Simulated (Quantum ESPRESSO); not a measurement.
# WC (Qusongite) (P-6m2) in Quantum ESPRESSO: further runs

The runs below take WC (Qusongite) through phonons, with PBE+D3(BJ), rPW86PBE+rVV10, rev-vdW-DF2, LDA.

All numbers are computed with Quantum ESPRESSO 7.5; they aren't measurements. Logs are shortened: lines on timing, memory, paths and dates and some standing lists are left out, and cuts for length are marked.

## Step 1: The structure

Symmetry: P-6m2, No. 187, hexagonal system. The conventional cell has a = 2.907 Å, b = 2.907 Å, c = 2.837 Å, α = 90.00°, β = 90.00°, γ = 120.00°. W (site symmetry -6m2) has 6 C at 2.20 Å as nearest neighbours. Around C (site symmetry -6m2) lie 6 W at 2.20 Å.

## Step 2: Phonons, PBE+D3(BJ)

The input, pw.in:

```
&CONTROL
  calculation = 'scf'
  prefix = 'pwscf'
  outdir = './tmp'
  pseudo_dir = './pseudo'
  tprnfor = .true.
  tstress = .true.
  disk_io = 'low'
/
&SYSTEM
  ibrav = 0
  celldm(1) = 8
  nat = 2
  ntyp = 2
  ecutwfc = 52
  ecutrho = 312
  nbnd = 15
  occupations = 'smearing'
  smearing = 'mv'
  degauss = 0.01469973
  vdw_corr = 'grimme-d3'
  dftd3_version = 4
  dftd3_threebody = .false.
/
&ELECTRONS
  conv_thr = 4d-10
  electron_maxstep = 120
  mixing_beta = 0.5
/
ATOMIC_SPECIES
W    183.8400 W.GGA_PBE-JTH.UPF
C     12.0110 C.GGA_PBE-JTH.UPF
CELL_PARAMETERS alat
  0.6865611226531   0.0000000000000   0.0000000000000
 -0.3432805613266   0.5945793734685   0.0000000000000
  0.0000000000000   0.0000000000000   0.6700496406392
ATOMIC_POSITIONS crystal
W      0.0000000000    0.0000000000    0.0000000000
C      0.6666666667    0.3333333333    0.5000000000
K_POINTS automatic
10 10 9 0 0 0
```

The input, relax.in:

```
&CONTROL
  calculation = 'vc-relax'
  prefix = 'pwscf'
  outdir = './tmp'
  pseudo_dir = './pseudo'
  tprnfor = .true.
  tstress = .true.
  disk_io = 'low'
  nstep = 40
  forc_conv_thr = 0.0001
  etot_conv_thr = 1d-06
/
&SYSTEM
  ibrav = 0
  celldm(1) = 8
  nat = 2
  ntyp = 2
  ecutwfc = 52
  ecutrho = 312
  nbnd = 15
  occupations = 'smearing'
  smearing = 'mv'
  degauss = 0.01469973
  vdw_corr = 'grimme-d3'
  dftd3_version = 4
  dftd3_threebody = .false.
/
&ELECTRONS
  conv_thr = 4d-10
  electron_maxstep = 120
  mixing_beta = 0.5
/
&IONS
  ion_dynamics = 'bfgs'
/
&CELL
  cell_dynamics = 'bfgs'
  press = 0
  press_conv_thr = 0.2
/
ATOMIC_SPECIES
W    183.8400 W.GGA_PBE-JTH.UPF
C     12.0110 C.GGA_PBE-JTH.UPF
CELL_PARAMETERS alat
  0.6865611226531   0.0000000000000   0.0000000000000
 -0.3432805613266   0.5945793734685   0.0000000000000
  0.0000000000000   0.0000000000000   0.6700496406392
ATOMIC_POSITIONS crystal
W      0.0000000000    0.0000000000    0.0000000000
C      0.6666666667    0.3333333333    0.5000000000
K_POINTS automatic
10 10 9 0 0 0
```

The input, scf2.in:

```
&CONTROL
  calculation = 'scf'
  prefix = 'pwscf'
  outdir = './tmp'
  pseudo_dir = './pseudo'
  tprnfor = .true.
  tstress = .true.
  disk_io = 'low'
/
&SYSTEM
  ibrav = 0
  celldm(1) = 8
  nat = 2
  ntyp = 2
  ecutwfc = 52
  ecutrho = 312
  nbnd = 15
  occupations = 'smearing'
  smearing = 'mv'
  degauss = 0.01469973
  vdw_corr = 'grimme-d3'
  dftd3_version = 4
  dftd3_threebody = .false.
/
&ELECTRONS
  conv_thr = 1d-13
  electron_maxstep = 120
  mixing_beta = 0.5
  startingpot = 'file'
  startingwfc = 'file'
/
ATOMIC_SPECIES
W    183.8400 W.GGA_PBE-JTH.UPF
C     12.0110 C.GGA_PBE-JTH.UPF
CELL_PARAMETERS alat
  0.6858236926935   0.0000000000000   0.0000000000000
 -0.3429118463468   0.5939407403899   0.0000000000000
  0.0000000000000   0.0000000000000   0.6693135080082
ATOMIC_POSITIONS crystal
W      0.0000000000    0.0000000000    0.0000000000
C      0.6666666667    0.3333333333    0.5000000000
K_POINTS automatic
10 10 9 0 0 0
```

The input, d3hess.in:

```
&INPUT
  prefix = 'pwscf'
  outdir = './tmp'
  step = 0.001
/
```

The input, ph.in:

```
phonons of WC
&INPUTPH
  prefix = 'pwscf'
  outdir = './tmp'
  tr2_ph = 1d-18
  fildyn = 'dyn'
  niter_ph = 90
  alpha_mix(1) = 0.4
/
0.0000000000 0.0000000000 0.0000000000
```

The input, dynmat.in:

```
&INPUT
  fildyn = 'dyn'
  asr = 'crystal'
  filout = 'dynmat.disp'
  fileig = 'dynmat.eig'
/
```

Potentials or basis: JTH 2.0 PBE.

On the command line:

```console
$ OMP_NUM_THREADS=1 pw.x -in pw.in > pw.out
$ OMP_NUM_THREADS=1 pw.x -in relax.in > relax.out
$ OMP_NUM_THREADS=1 pw.x -in scf2.in > scf2.out
$ OMP_NUM_THREADS=1 d3hess.x -in d3hess.in > d3hess.out
$ OMP_NUM_THREADS=1 ph.x -in ph.in > ph.out
$ OMP_NUM_THREADS=1 dynmat.x -in dynmat.in > dynmat.out
```

pw.out:

```text
This program is part of the open-source Quantum ESPRESSO suite
     for quantum simulation of materials; please cite
         "P. Giannozzi et al., J. Phys.:Condens. Matter 21 395502 (2009);
         "P. Giannozzi et al., J. Phys.:Condens. Matter 29 465901 (2017);
         "P. Giannozzi et al., J. Chem. Phys. 152 154105 (2020);
     in publications or presentations arising from this work. More details at

     file W.GGA_PBE-JTH.UPF: wavefunction(s)  5S 6S 5P 6P 5D 0D renormalized
     file C.GGA_PBE-JTH.UPF: wavefunction(s)  0S 2P 0P renormalized
     Message from routine setup:
     using ibrav=0 with symmetry is DISCOURAGED, use correct ibrav instead

     G-vector sticks info
     --------------------
     sticks:   dense  smooth     PW     G-vecs:    dense   smooth      PW
     Sum         649     433    139                13063     7093    1219

     Using Slab Decomposition

     bravais-lattice index     =            0
     lattice parameter (alat)  =       8.0000  a.u.
     unit-cell volume          =     140.0445 (a.u.)^3
     number of atoms/cell      =            2
     number of atomic types    =            2
     number of electrons       =        18.00
     number of Kohn-Sham states=           15
     kinetic-energy cutoff     =      52.0000  Ry
     charge density cutoff     =     312.0000  Ry
     scf convergence threshold =      4.0E-10
     mixing beta               =       0.5000
     number of iterations used =            8  plain     mixing
     Exchange-correlation= SLA PW PBX PBC
                           (   1   4   3   4   0   0   0)

     celldm(1)=   8.000000  celldm(2)=   0.000000  celldm(3)=   0.000000
     celldm(4)=   0.000000  celldm(5)=   0.000000  celldm(6)=   0.000000

     crystal axes: (cart. coord. in units of alat)
               a(1) = (   0.686561   0.000000   0.000000 )
               a(2) = (  -0.343281   0.594579   0.000000 )
               a(3) = (   0.000000   0.000000   0.670050 )

     reciprocal axes: (cart. coord. in units 2 pi/alat)
               b(1) = (  1.456535  0.840931 -0.000000 )
               b(2) = (  0.000000  1.681861  0.000000 )
               b(3) = (  0.000000 -0.000000  1.492427 )

     PseudoPot. # 1 for W  read from file:
     W.GGA_PBE-JTH.UPF
     Pseudo is Projector augmented-wave + core cor, Zval = 14.0
     Generated using ATOMPAW code
     Shape of augmentation charge: BESSEL
     Using radial grid of 1121 points,  6 beta functions with:
                l(1) =   0
                l(2) =   0
                l(3) =   1
                l(4) =   1
                l(5) =   2
                l(6) =   2
     Q(r) pseudized with 0 coefficients

     PseudoPot. # 2 for C  read from file:
     C.GGA_PBE-JTH.UPF
     Pseudo is Projector augmented-wave + core cor, Zval =  4.0
     Generated using ATOMPAW code
     Shape of augmentation charge: SINC**2
     Using radial grid of  920 points,  4 beta functions with:
                l(1) =   0
                l(2) =   0
                l(3) =   1
                l(4) =   1
     Q(r) pseudized with 0 coefficients

     atomic species   valence    mass     pseudopotential
     W                14.00   183.84000     W ( 1.00)
     C                 4.00    12.01100     C ( 1.00)

     12 Sym. Ops. (no inversion) found

   Cartesian axes

     site n.     atom                  positions (alat units)
         1        W      tau(   1) = (   0.0000000   0.0000000   0.0000000  )
         2        C      tau(   2) = (   0.3432806   0.1981931   0.3350248  )

     --------------------------------------------
     DFT-D3 Dispersion Correction (no 3-body):
     --------------------------------------------
       Reference C6 values for interpolation:

         atom   Coordination number   C6
         C          0.000            98.23
         C          0.987            86.49
         C          1.998            58.72
         C          2.999            51.56
         C          3.984            36.41
         W          0.000          1628.72
         W          1.929          1086.81
         W         10.915           796.19

       Values used:

         atom   Coordination number  R0_AB[au]  C6      C8
         W         13.633            3.766    796.19 128250.55
         C          5.937            2.750     36.41   1053.14

         Molecular C6 ( Ry / a.u.^6 ) =      1164.93

     number of k points=    70  Marzari-Vanderbilt smearing, width (Ry)=  0.0147
                       cart. coord. in units 2pi/alat
        k(    1) = (   0.0000000   0.0000000   0.0000000), wk =   0.0022222
        k(    2) = (   0.0000000   0.0000000   0.1658252), wk =   0.0044444
        k(    3) = (   0.0000000   0.0000000   0.3316504), wk =   0.0044444
        k(    4) = (   0.0000000   0.0000000   0.4974756), wk =   0.0044444
        k(    5) = (   0.0000000   0.0000000   0.6633008), wk =   0.0044444
        k(    6) = (   0.0000000   0.1681861   0.0000000), wk =   0.0133333
[... 62 lines left out ...]
        k(   69) = (   0.4369604   0.7568376   0.4974756), wk =   0.0266667
        k(   70) = (   0.4369604   0.7568376   0.6633008), wk =   0.0266667

     Dense  grid:    13063 G-vectors     FFT dimensions: (  32,  32,  32)

     Smooth grid:     7093 G-vectors     FFT dimensions: (  25,  25,  25)

     Check: negative core charge=   -0.000028

     Initial potential from superposition of free atoms

     starting charge      17.9994, renormalised to      18.0000
     Starting wfcs are   26 randomized atomic wfcs

     Self-consistent Calculation

     iteration #  1     ecut=    52.00 Ry     beta= 0.50
     Davidson diagonalization with overlap
     ethr =  1.00E-02,  avg # of iterations =  3.3

     total energy              =    -778.60468929 Ry
     estimated scf accuracy    <       0.48765372 Ry

     iteration #  2     ecut=    52.00 Ry     beta= 0.50
     Davidson diagonalization with overlap
     ethr =  2.71E-03,  avg # of iterations =  2.1

     total energy              =    -778.74220135 Ry
     estimated scf accuracy    <       0.27225353 Ry

     iteration #  3     ecut=    52.00 Ry     beta= 0.50
     Davidson diagonalization with overlap
     ethr =  1.51E-03,  avg # of iterations =  1.1
[... 29 lines left out ...]
     total energy              =    -778.79123663 Ry
     estimated scf accuracy    <       0.00000025 Ry

     iteration #  8     ecut=    52.00 Ry     beta= 0.50
     Davidson diagonalization with overlap
     ethr =  1.39E-09,  avg # of iterations =  1.5

     total energy              =    -778.79123668 Ry
     estimated scf accuracy    <          4.4E-09 Ry

     iteration #  9     ecut=    52.00 Ry     beta= 0.50
     Davidson diagonalization with overlap
     ethr =  2.43E-11,  avg # of iterations =  2.2

     End of self-consistent calculation

          k = 0.0000 0.0000 0.0000 (   889 PWs)   bands (ev):

   -54.0647 -18.0427 -17.9350 -17.9350   5.4994  15.6455  16.6264  16.6264
    20.0453  23.1913  23.1913  25.5856  25.5856  26.3736  34.3414

          k = 0.0000 0.0000 0.1658 (   883 PWs)   bands (ev):

   -54.0599 -18.1336 -17.9271 -17.9271   5.7996  15.4727  16.7618  16.7618
    20.0409  22.2822  22.2822  26.0576  26.0576  26.6105  35.0022

          k = 0.0000 0.0000 0.3317 (   882 PWs)   bands (ev):

   -54.0479 -18.3582 -17.9073 -17.9073   6.6375  14.6546  17.1325  17.1325
    20.6135  20.8978  20.8978  26.0644  26.0644  27.2154  36.0402

          k = 0.0000 0.0000 0.4975 (   906 PWs)   bands (ev):

   -54.0341 -18.6049 -17.8846 -17.8846   7.8597  13.2007  17.6036  17.6036
    19.8673  19.8673  22.0330  25.3134  25.3134  28.1279  34.7777
[... 93 lines left out ...]
   -53.9958 -18.6275 -18.2337 -18.0753   8.7375  13.0840  15.8847  17.3572
    18.4741  23.0541  23.7036  26.3938  26.4530  31.2940  33.3618

          k = 0.0000 0.6727 0.4975 (   894 PWs)   bands (ev):

   -53.9825 -18.5910 -18.4624 -18.0490   8.8023  13.1658  16.0555  16.3903
    19.1730  23.3922  23.7190  26.7839  27.7928  30.9172  33.9849

          k = 0.0000 0.6727 0.6633 (   893 PWs)   bands (ev):

   -53.9738 -18.6089 -18.5659 -18.0317   8.7500  13.4396  15.8657  15.9931
    19.4268  23.6065  24.8444  26.4695  28.6248  30.9423  33.4050

          k = 0.0000-0.8409 0.0000 (   872 PWs)   bands (ev):

   -54.0065 -18.7457 -18.1252 -17.9318   8.8512  12.9244  16.3390  16.3891
    19.4927  22.3007  24.4958  24.8418  26.8380  29.6681  32.7814

          k = 0.0000-0.8409 0.1658 (   876 PWs)   bands (ev):

   -54.0019 -18.7326 -18.1160 -18.0148   8.9280  12.8440  15.7292  17.5019
    18.6164  23.0994  24.5153  24.8102  26.5747  30.3137  32.8173

          k = 0.0000-0.8409 0.3317 (   894 PWs)   bands (ev):

   -53.9903 -18.6993 -18.2206 -18.0927   8.9985  12.7382  15.8088  17.2874
    18.7260  23.8199  23.8710  26.0358  26.5059  30.9791  33.2916

          k = 0.0000-0.8409 0.4975 (   886 PWs)   bands (ev):

   -53.9770 -18.6611 -18.4477 -18.0661   8.8655  12.9767  15.9925  16.2570
    19.7203  23.8310  24.2095  26.6610  27.6865  30.7006  33.9985

          k = 0.0000-0.8409 0.6633 (   900 PWs)   bands (ev):

   -53.9683 -18.6361 -18.5923 -18.0486   8.6876  13.4174  15.7095  15.8245
    20.1918  24.3736  24.9356  26.6692  28.9417  30.1907  32.8432

          k = 0.1457 0.2523 0.0000 (   889 PWs)   bands (ev):

   -54.0491 -18.1559 -18.0132 -17.9927   6.2509  15.2342  16.4162  17.2967
    18.4876  22.8685  24.3161  25.0192  25.1105  28.2985  33.6990

          k = 0.1457 0.2523 0.1658 (   882 PWs)   bands (ev):

   -54.0444 -18.1488 -18.0997 -17.9845   6.5156  15.3911  16.1711  17.2929
    18.4113  21.9120  23.9170  25.3706  25.9696  28.6169  33.5078

          k = 0.1457 0.2523 0.3317 (   889 PWs)   bands (ev):

   -54.0325 -18.3228 -18.1215 -17.9636   7.2356  14.9608  15.9740  17.3885
    18.6911  20.7497  23.1753  25.7612  26.6505  29.2561  33.7154
[... 173 lines left out ...]
   -53.9841 -18.5328 -18.3745 -18.2059   9.3309  14.0606  15.0934  15.6440
    19.0903  22.8672  24.6118  25.3533  27.9990  32.3314  34.1177

          k = 0.4370 0.7568 0.4975 (   875 PWs)   bands (ev):

   -53.9709 -18.4978 -18.4308 -18.3423   9.1383  13.3852  14.8145  16.8082
    19.1504  23.7204  25.8368  26.8138  27.9096  30.5488  33.2944

          k = 0.4370 0.7568 0.6633 (   876 PWs)   bands (ev):

   -53.9622 -18.5741 -18.4745 -18.3212   8.9902  12.9510  14.5282  18.0590
    19.2185  24.4114  26.2688  27.0599  29.4344  29.5021  31.8530

     the Fermi energy is    19.9221 ev

!    total energy              =    -778.79123668 Ry
     total all-electron energy =      -778.791237 Ry
     estimated scf accuracy    <          2.1E-10 Ry
     smearing contrib. (-TS)   =       0.00020622 Ry
     internal energy E=F+TS    =    -778.79144290 Ry

     The total energy is F=E-TS. E is the sum of the following terms:
     one-electron contribution =      -6.44876149 Ry
     hartree contribution      =      21.43555207 Ry
     xc contribution           =     -32.80029597 Ry
     ewald contribution        =    -132.02264865 Ry
     DFT-D3 Dispersion         =      -0.06788482 Ry
     one-center paw contrib.   =    -628.88740403 Ry

     convergence has been achieved in   9 iterations

     Forces acting on atoms (cartesian axes, Ry/au):

     atom    1 type  1   force =     0.00000000    0.00000000    0.00000000
     atom    2 type  2   force =     0.00000000    0.00000000    0.00000000

     Total force =     0.000000     Total SCF correction =     0.000000

     Computing stress (Cartesian axis) and pressure

          total   stress  (Ry/bohr**3)                   (kbar)     P=      -13.23
  -0.00008419  -0.00000000   0.00000000          -12.38       -0.00        0.00
  -0.00000000  -0.00008419  -0.00000000           -0.00      -12.38       -0.00
  -0.00000000  -0.00000000  -0.00010138           -0.00       -0.00      -14.91

=------------------------------------------------------------------------------=
   JOB DONE.
=------------------------------------------------------------------------------=
```

Run time: 4.7 min. Hardware: 1 thread of Arm Neoverse V2, shared host; peak memory 0.12 GiB.

What came out:

```
Free energy                            : -10595.9948 eV
Relaxed volume                         : 10.34 Å³/atom
Relaxed cell                           : a = 2.903 Å, b = 2.903 Å, c = 2.833 Å, α = 90.00°, β = 90.00°, γ = 120.00°
Space group after relaxing (to 0.05 Å) : P-6m2 (No. 187)
Pressure after relaxing                : 0.0 GPa
Band gap on the k mesh                 : none (metal or under the smearing width)
Highest phonon frequency at Γ          : 621 cm⁻¹
```

Step by step:
```csv
step,energy change (eV),largest force (eV/Å),pressure (GPa),volume (Å³)
1,0.0000,0.0000,-1.32,20.75
2,0.0001,0.0000,1.46,20.61
3,-0.0003,0.0000,0.00,20.69
4,-0.0003,0.0000,0.00,20.69
```

Final structure:
```
W C
1.0
     2.90338    0.00000    0.00000
    -1.45169    2.51440    0.00000
     0.00000    0.00000    2.83348
W C
1 1
Cartesian
  0.0000 0.0000 0.0000
  1.4517 0.8381 1.4167
```

Phonon frequencies in cm⁻¹ (negative: imaginary):
| q point | frequencies |
| --- | --- |
| (0.000, 0.000, 0.000) | -19 -19 -12 591 621 621 |

Optical modes at Γ, degenerate ones joined:
```tsv
cm⁻¹	components	symmetry	active in
593	1	A''2	IR
624	2	E'	IR and Raman
```

Caveat: the mesh is thin for the phonons of a metal; pairwise dispersion overbinds metals, which lowers pressure and volume.

(Part 1 of 3 ends here.)
